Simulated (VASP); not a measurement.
# C (P6_3/mmc) in VASP: a series of runs, part 2 of 2

VASP 6.6.1. Earlier steps stand in the parts before.

### Step 4. Single point, LDA

This run uses another cell than the first one, of 27.97 Å³/atom, 3.257 times its volume.

File INCAR:

```
PREC = Accurate ; ENCUT = 520
EDIFF = 1E-7 ; ISMEAR = 0
SIGMA = 0.05 ; LREAL = False
LASPH = True ; NELM = 100
ALGO = Fast ; ISIF = 2
LWAVE = False ; LCHARG = False
NBANDS = 16
```

File KPOINTS:

```
Automatic mesh
0
Gamma
  12 12 1
```

File POSCAR:

```
C
1.0
    2.4600000000      0.0000000000      0.0000000000
   -1.2300000000      2.1304224933      0.0000000000
    0.0000000000      0.0000000000     21.3500000000
C
4
Direct
    0.0000000000      0.0000000000      0.5772167815
    0.3333333333      0.6666666667      0.5772548865
    0.0000000000      0.0000000000      0.4227832185
    0.6666666667      0.3333333333      0.4227451135
```

Potentials or basis: VASP PAW LDA potentials, release 64 (C).

The run is started by

```console
> cat potpaw_LDA.64/C/POTCAR > POTCAR
> mpirun -np 1 vasp_std > vasp.out
```

OUTCAR:

```text
PREC = Accurate
   ENCUT = 520
   EDIFF = 1E-7
   ISMEAR = 0
   LREAL = False
   LASPH = True
   NELM = 100
   ISIF = 2

 ion  position               nearest neighbor table
   1  0.000  0.000  0.577-   2 1.42   2 1.42   2 1.42
   2  0.333  0.667  0.577-   1 1.42   1 1.42   1 1.42
   3  0.000  0.000  0.423-   4 1.42   4 1.42   4 1.42
   4  0.667  0.333  0.423-   3 1.42   3 1.42   3 1.42

  LATTYP: Found a hexagonal cell.
 ALAT       =     2.4600000000
 C/A-ratio  =     8.6788617886

  Lattice vectors:

 A1 = (   2.4600000000,   0.0000000000,   0.0000000000)
 A2 = (  -1.2300000000,   2.1304224933,   0.0000000000)
 A3 = (   0.0000000000,   0.0000000000,  21.3500000000)

Analysis of symmetry for initial positions (statically):
=====================================================================
 Subroutine PRICEL returns:
 Original cell was already a primitive cell.

 Routine SETGRP: Setting up the symmetry group for a
 hexagonal supercell.

 Subroutine GETGRP returns: Found 12 space group operations
 (whereof 12 operations were pure point group operations)
 out of a pool of 24 trial point group operations.

[... 165 lines left out ...]
 cond. band min:      -1.2861718277   @ k =   0.3333   0.3333   0.0000
 fundamental gap:      0.3974317526
 Fermi energy:        -1.6836035802

 k-point     1 :       0.0000    0.0000    0.0000
  band No.  band energies     occupation
      1     -21.1070      2.00000
      2     -20.9244      2.00000
      3      -9.8967      2.00000
      4      -8.7900      2.00000
      5      -4.6950      2.00000
      6      -4.6950      2.00000
[... 338 lines left out ...]
      3     -14.0614      2.00000
      4     -14.0071      2.00000
      5     -12.2964      2.00000
      6     -12.2964      2.00000
[... 8 lines left out ...]
     15      11.1698      0.00000
     16      12.1412      0.00000

------------------------ aborting loop because EDIFF is reached ----------------------------------------

  FORCE on cell =-STRESS in cart. coord.  units (eV):
  Direction    XX          YY          ZZ          XY          YZ          ZX
  --------------------------------------------------------------------------------------
  -------------------------------------------------------------------------------------
  Total       -1.4288127     -1.4288127     -0.0239895      0.0000000     -0.0000000      0.0000000
  in kB      -20.4591305    -20.4591305     -0.3435051      0.0000000     -0.0000000      0.0000000
  external PRESSURE =     -13.7539220 kB  Pullay stress =       0.0000000 kB

 VOLUME and BASIS-vectors are now :
 -----------------------------------------------------------------------------
  energy-cutoff  :      520.00
  volume of cell :      111.89
      direct lattice vectors                 reciprocal lattice vectors
     2.460000000  0.000000000  0.000000000     0.406504065  0.234695231  0.000000000
    -1.230000000  2.130422493  0.000000000     0.000000000  0.469390463  0.000000000
     0.000000000  0.000000000 21.350000000     0.000000000  0.000000000  0.046838407

 POSITION                                       TOTAL-FORCE (eV/Angst)
 -----------------------------------------------------------------------------------
      0.00000      0.00000     12.32358        -0.000000      0.000000     -0.001888
     -0.00000      1.42028     12.32439         0.000000      0.000000      0.002561
      0.00000      0.00000      9.02642         0.000000     -0.000000      0.001888
      1.23000      0.71014      9.02561        -0.000000     -0.000000     -0.002561
 -----------------------------------------------------------------------------------
    total drift:                               -0.000000      0.000000      0.000000

  FREE ENERGIE OF THE ION-ELECTRON SYSTEM (eV)
  ---------------------------------------------------
  free  energy   TOTEN  =       -40.3874339597 eV

  energy  without entropy=      -40.3866503631  energy(sigma->0) =      -40.38704216
```

OSZICAR:

```text
N       E                     dE             d eps       ncg     rms          rms(c)
DAV:   1     0.943042209066E+02    0.94304E+02   -0.64547E+03   616   0.788E+02
DAV:   2    -0.330883992980E+02   -0.12739E+03   -0.11214E+03   888   0.188E+02
DAV:   3    -0.430233145299E+02   -0.99349E+01   -0.98428E+01   848   0.565E+01
[... 15 lines left out ...]
RMM:  19    -0.403874309225E+02   -0.46109E-05   -0.29159E-07   747   0.232E-03    0.270E-04
RMM:  20    -0.403874327560E+02   -0.18334E-05   -0.10248E-07   725   0.144E-03    0.286E-04
RMM:  21    -0.403874337141E+02   -0.95809E-06   -0.16466E-08   638   0.744E-04    0.151E-04
RMM:  22    -0.403874339440E+02   -0.22992E-06   -0.70609E-09   601   0.520E-04    0.315E-05
RMM:  23    -0.403874339597E+02   -0.15734E-07   -0.13491E-09   547   0.371E-04
   1 F= -.40387434E+02 E0= -.40387042E+02  d E =-.783597E-03
```

stdout:

```text
POSCAR found type information on POSCAR C
 POSCAR found :  1 types and       4 ions
 scaLAPACK will be used
 LDA part: xc-table for (Slater(with rela. corr.)+CA(PZ))
 , standard interpolation
 POSCAR, INCAR and KPOINTS ok, starting setup
 FFT: planning ... GRIDC
 FFT: planning ... GRID_SOFT
 FFT: planning ... GRID
 WAVECAR not read
 entering main loop
WARNING in EDDRMM: call to ZHEGV failed, returncode =   8  4     16
```

Run time: 34 s. Hardware: 1 thread of AMD EPYC 9R45 (Zen 5), shared host; peak memory 0.13 GiB.

What came out:

| Quantity | Value |
| --- | --- |
| Free energy | -40.3874 eV |
| Band gap on the k mesh | none (metal or under the smearing width) |

Forces in eV/Å, atoms in the order of the input:
```
C    0.000  0.000 -0.002
C    0.000  0.000  0.003
C    0.000  0.000  0.002
C    0.000  0.000 -0.003
```

### Step 5. Relaxation of the atoms, LDA

This run uses another cell than the first one, of 27.97 Å³/atom, 3.257 times its volume.

File INCAR:

```
SYSTEM = C
ALGO = Fast ; EDIFF = 1E-6
EDIFFG = -0.003 ; ENCUT = 520
GGA = CA ; IBRION = 2
ISIF = 2 ; ISMEAR = 0
LASPH = .True. ; LCHARG = .False.
LREAL = .False. ; LWAVE = .False.
NELM = 100 ; NSW = 60
PREC = Accurate ; SIGMA = 0.05
```

File KPOINTS:

```
k-points
0
Gamma
  12 12 1
  0 0 0
```

File POSCAR:

```
C
1.0
    2.4600000000      0.0000000000      0.0000000000
   -1.2300000000      2.1304224933      0.0000000000
    0.0000000000      0.0000000000     21.3500000000
C
4
Direct
    0.0000000000      0.0000000000      0.5784543326
    0.3333333333      0.6666666667      0.5784543326
    0.0000000000      0.0000000000      0.4215456674
    0.6666666667      0.3333333333      0.4215456674
```

The run is started by

```console
> cat potpaw_LDA.64/C/POTCAR > POTCAR
> mpirun -np 1 vasp_std > vasp.out
```

Wall time 72 s (1 thread of AMD EPYC 9R45 (Zen 5), shared host); peak memory 0.15 GiB.

The run converged. Its results:

```yaml
Free_energy: -40.3874 eV
Energy_gained_by_relaxing: 0.1 meV/atom
Ionic_steps: 12
Band_gap_on_the_k_mesh: none (metal or under the smearing width)
```

Step by step:
| step | energy change (eV) | largest force (eV/Å) | pressure (GPa) |
| --- | --- | --- | --- |
| 1 | 0.0000 | 0.0216 | -1.39 |
| 2 | 0.0000 | 0.0184 | -1.40 |
| 3 | 0.0000 | 0.0096 | -1.40 |
| 4 | 0.0000 | 0.0098 | -1.39 |
| 5 | -0.0001 | 0.0084 | -1.39 |
| 6 | -0.0001 | 0.0057 | -1.39 |
| 7 | -0.0002 | 0.0084 | -1.39 |
| 8 | -0.0003 | 0.0124 | -1.38 |
| 9 | -0.0003 | 0.0281 | -1.37 |
| 10 | -0.0004 | 0.0158 | -1.38 |
| 11 | -0.0004 | 0.0040 | -1.38 |
| 12 | -0.0004 | 0.0008 | -1.38 |

Final structure:
```
CELL_PARAMETERS angstrom
2.46000 0.00000 0.00000
-1.23000 2.13042 0.00000
0.00000 0.00000 21.35000
ATOMIC_POSITIONS crystal
C 0.00000 0.00000 0.57732
C 0.33333 0.66667 0.57737
C 0.00000 0.00000 0.42268
C 0.66667 0.33333 0.42263
```

Levels at points of the mesh, in eV from the Fermi level:
| k point | band 5 | band 6 | band 7 | band 8 | band 9 | band 10 | band 11 | band 12 |
| --- | --- | --- | --- | --- | --- | --- | --- | --- |
| (0.00, 0.00, 0.00) | -3.01 | -3.01 | -3.00 | -3.00 | 3.52 | 4.03 | 4.76 | 5.67 |
| (0.50, 0.00, 0.00) | -6.41 | -6.38 | -2.58 | -2.18 | 1.48 | 1.88 | 7.42 | 7.66 |

### Step 6. Overview

| task | cell | k mesh | cutoff (eV) | gap on the mesh (eV) | pressure (GPa) |
| --- | --- | --- | --- | --- | --- |
| single point | P6_3/mmc, 8.59 Å³/atom | 12 × 12 × 4 | 520 | none | 0.8 |
| relaxation of cell and atoms | relaxed | 12 × 12 × 4 | 600 | none | 0.0 |
| single point | P-3m1, 27.97 Å³/atom | 12 × 12 × 1 | 520 | none | - |
| relaxation of the atoms | atoms relaxed | 12 × 12 × 1 | 520 | none | - |

Alike in all rows: level LDA; potentials or basis VASP PAW LDA potentials, release 64 (C); no spin polarisation; smearing gaussian 0.05 eV.

Total energies depend on the potentials used, so only differences within one code and one set of settings carry meaning.
